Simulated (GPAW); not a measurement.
Two runs for the S K edge of atom 2 in BaS (Fm-3m). Run A: GPAW, PBE, full core hole (charged cell), 8-atom cell with 6.4 Å between holes, 4×4×4 k points, dipole transitions, Gaussian full width 0.9 eV up to 4 eV, rising linearly to 3.5 eV at 25 eV. Run B differs in one choice.

Energy from the lowest empty level; intensity scaled to a mean of 1 over the first 20 eV:

```csv
E (eV),A,B
-2.0,0.00,0.00
-1.5,0.00,0.00
-1.0,0.00,0.00
-0.5,0.00,0.00
0.0,0.02,0.00
0.5,0.13,0.00
1.0,0.29,0.08
1.5,0.42,0.62
2.0,0.98,1.12
2.5,1.73,1.62
3.0,2.08,1.98
3.5,2.00,0.85
4.0,1.12,0.50
4.5,0.88,1.01
5.0,1.52,2.06
5.5,1.62,2.74
6.0,1.24,2.24
6.5,0.95,1.03
7.0,0.80,0.56
7.5,0.71,0.77
8.0,0.65,0.92
8.5,0.70,0.73
9.0,0.74,0.47
9.5,0.76,0.42
10.0,0.85,0.47
10.5,1.01,0.43
11.0,1.16,0.34
11.5,1.17,0.37
12.0,1.06,0.60
12.5,0.93,0.97
13.0,0.85,1.29
13.5,0.86,1.48
14.0,0.95,1.60
14.5,1.06,1.67
15.0,1.14,1.62
15.5,1.16,1.44
16.0,1.16,1.25
16.5,1.11,1.13
17.0,1.02,1.06
17.5,0.92,0.96
18.0,0.85,0.84
18.5,0.85,0.75
19.0,0.91,0.73
19.5,1.02,0.78
20.0,1.13,0.86
20.5,1.21,0.93
21.0,1.22,0.95
21.5,1.16,0.89
22.0,1.06,0.78
22.5,0.95,0.65
23.0,0.85,0.54
23.5,0.77,0.50
24.0,0.71,0.55
24.5,0.69,0.67
25.0,0.69,0.85
25.5,0.73,1.07
26.0,0.80,1.28
26.5,0.88,1.44
27.0,0.95,1.52
27.5,0.99,1.51
28.0,1.01,1.41
28.5,0.99,1.24
29.0,0.96,1.05
29.5,0.93,0.86
30.0,0.92,0.72
30.5,0.93,0.64
```

What was changed?
a) the size of the supercell
b) the k mesh of the spectrum
c) the volume of the cell
d) the plane-wave cutoff

(b): run B changes the k-point spacing of the spectrum to 0.51. Against the first run the r.m.s. difference is 41 %. Another feature, at 5.6 eV (2.75), becomes the highest below 16 eV; the one at 3.2 eV (2.16) is now at 2.8 eV (2.09). Other settings could leave a like mark; this is the one that was changed.

[Banner, clock and machine lines of the logs are left out without a mark of their own.]

[Logs are printed without paths, hosts, clocks, repeated set-up lines and the standing remarks that a program may print on its own settings, such as how far it seeks lower states.]

[Hosts, paths, dates, database ids (printed as entryN), source tags and the programs' standing remarks are cut or masked in the printed files.]

[Lists of maxima count a maximum above −3 eV only where it reaches 4 % of the highest in the window and stands out from its surroundings by 2 % of it (1.5 % where it reaches 55 %); shoulders and weaker maxima are passed over, and of the rest the first, up to two pre-edge ones and the few strongest are named.]
